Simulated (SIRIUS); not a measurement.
Ti:

```
CELL_PARAMETERS angstrom
2.95000 0.00000 0.00000
-1.47500 2.55477 0.00000
0.00000 0.00000 4.68000
ATOMIC_POSITIONS crystal
Ti 0.66667 0.33333 0.75000
Ti 0.33333 0.66667 0.25000
```

Base run:

| Item | Value |
| --- | --- |
| Program | SIRIUS 7.10.0 |
| Functional | PW91 |
| Potentials or basis | PseudoDojo 0.4.1 PBE standard (scalar relativistic) |
| Cutoff | 1152 eV |
| Density cutoff | 4606 eV |
| k mesh | 8 × 8 × 5 |
| Occupations | fermi-dirac, width 0.05 eV |
| Spin | no spin polarisation |

Its results: band gap on the k mesh none (metal or under the smearing width); pressure -2.0 GPa.

Task: The run is repeated on the same cell with these changes: functional from PW91 to PBE; libxc names from ["XC_GGA_X_PW91", "XC_GGA_C_PW91"] to ["XC_GGA_X_PBE", "XC_GGA_C_PBE"]. What comes out?

Result: Band gap on the k mesh none (metal or under the smearing width); pressure -1.4 GPa.

Caveats: the potentials were made for another functional, which shifts forces and pressure (some runs).

Not every run made on this cell is shown here.
